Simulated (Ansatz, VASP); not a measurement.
One calculation of TiS2, two programs

```
Ti S
1.0
     3.34235    0.00000    0.00000
    -1.67117    2.89456    0.00000
     0.00000    0.00000    5.57874
Ti S
1 2
Direct
  0.00000 0.00000 0.00000
  0.66667 0.33333 0.75000
  0.33333 0.66667 0.25000
```

Change from the starting cell: volume scaled by 0.94.

Alike in both runs: task single point; functional PBEsol; k mesh 9 × 9 × 5; occupations fermi-dirac, width 0.05 eV; no spin polarisation.

```csv
,VASP,Ansatz
version,VASP 6.6.1,Ansatz 0.2.0
potentials or method,"VASP PAW PBE potentials, release 64 (Ti_sv, S)",Ansatz PAW
plane-wave cutoff (eV),520,420
valence electrons in the cell,24,24
```

|  | VASP | Ansatz | Ansatz less VASP |
| --- | --- | --- | --- |
| gap on the k mesh at the Fermi level (eV) | none | none | - |
| pressure (GPa) | 2.7 | 2.7 | -0.01 |
| largest component of the traceless stress (GPa) | 1.13 | 1.07 | -0.064 |
| rms of the force components (eV/Å) | 0.220 | 0.215 | -0.0051 |

Atom by atom the forces differ by 0.005 eV/Å (rms over components). A gap of «none» marks a metal or a gap that the smearing closes. With one functional, cell and mesh, what is left measures potentials, basis and numerics.

Caveats: the PAW data sets were made with another functional, which shifts forces and pressure a little (VASP); the PAW data sets come from PBE, with cores solved anew for the run's functional, which leaves a small shift of forces and pressure (Ansatz).
